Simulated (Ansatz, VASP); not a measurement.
## Two plane-wave programs on AgCl

POSCAR

```
AgCl
1.0
    3.4339730000      0.0000000000      0.0000000000
    0.0000000000      3.4683127300      0.0000000000
    0.0000000000      0.0000000000      3.4339730000
Ag Cl
1 1
Direct
    0.0000000000      0.0000000000      0.0000000000
    0.5000000000      0.5000000000      0.5000000000
```

INCAR.step1

```
  PREC = Accurate
  ENCUT = 520
  ISMEAR = 0
  SIGMA = 0.05
  LREAL = F
  LASPH = T
  NELM = 100
  NBANDS = 16
  GGA = PE
  ALGO = Normal
  EDIFF = 1E-4
  LWAVE = T
  LCHARG = F
```

Contents of INCAR.step2:

```
  PREC = Accurate
  ENCUT = 520
  EDIFF = 1E-6
  ISMEAR = 0
  SIGMA = 0.05
  LREAL = F
  LASPH = T
  NELM = 100
  ALGO = Normal
  ISIF = 2
  LWAVE = F
  LCHARG = T
  METAGGA = R2SCAN
  LMIXTAU = T
  LELF = T
  LVHAR = T
  NBANDS = 16
  ISTART = 1
```

Contents of KPOINTS:

```
Automatic mesh
0
Gamma
  8 8 8
```

Input for Ansatz:

```yaml
crystal:
  lattice:
    - [3.433973, 0.0, 0.0]
    - [0.0, 3.46831273, 0.0]
    - [0.0, 0.0, 3.433973]
  atoms:
    - { symbol: Ag, position: [0.0, 0.0, 0.0] }
    - { symbol: Cl, position: [0.5, 0.5, 0.5] }
basis:
  ecutwfc: 500
kpoints:
  mp_grid: { grid: [8, 8, 8] }
hamiltonian:
  xc: r2scan
scf:
  occupations: { method: gaussian, width: 0.05 }
output:
  forces: true
  stress: true
  eigenvalues: true
```

Change from the starting cell: strain +0.0100 x Voigt [0, 1, 0, 0, 0, 0], atoms carried along.

Alike in both runs: task single point; functional r2SCAN; k mesh 8 × 8 × 8; occupations gaussian, width 0.05 eV; no spin polarisation.

```csv
,VASP,Ansatz
version,VASP 6.6.1,Ansatz 0.2.0
potentials or method,"VASP PAW PBE potentials, release 64 (Ag, Cl)","scalar-relativistic, plane waves, PAW"
plane-wave cutoff (eV),520,500
valence electrons in the cell,18,26
```

|  | VASP | Ansatz | Ansatz less VASP |
| --- | --- | --- | --- |
| gap on the k mesh at the Fermi level (eV) | 1.15 | 1.19 | +0.040 |
| least direct gap on the mesh (eV) | 2.65 | 2.67 | +0.017 |
| pressure (GPa) | -2.3 | -2.2 | +0.09 |
| largest component of the traceless stress (GPa) | 0.36 | 0.36 | +0.004 |

The functional is the same, so the differences come from potentials, cutoffs and numerics. The two sets of potentials don't hold the same shells in valence.

Caveats: the PAW data sets were made with another functional, which shifts forces and pressure a little (VASP). A k mesh can miss the band edges.
